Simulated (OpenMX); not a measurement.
PtSe2 (Sudovikovite) in OpenMX: the effect of dispersion

PtSe2 (Sudovikovite):

```
Pt Se
1.0
     3.72400    0.00000    0.00000
    -1.86200    3.22508    0.00000
     0.00000    0.00000    5.06200
Pt Se
1 2
Direct
  0.00000 0.00000 0.00000
  0.66667 0.33333 0.75000
  0.33333 0.66667 0.25000
```

Alike in all runs:

```yaml
Program: OpenMX 3.8.5
Task: single point
Functional: PBE
Potentials_or_basis: OpenMX 2013 PBE set, Pt7.0-s3p2d2f1, Se7.0-s3p2d2, grid cutoff 400 Ry
k_mesh: 7 × 7 × 5
Occupations: fermi-dirac, width 0.05 eV
Spin: no spin polarisation
```

```tsv
dispersion	pressure (GPa)	largest force (eV/Å)
none	8.2	0.86
D3	5.4	0.93
D3(BJ)	?	?
D4	4.5	0.90
```

What does the run with dispersion D3(BJ) give?

Pressure 4.4 GPa; largest force 0.89 eV/Å.

Caveats: the basis of atomic orbitals isn't converged, which shifts pressures, moduli and gaps; pairwise dispersion overbinds metals, which lowers pressure and volume (some runs).
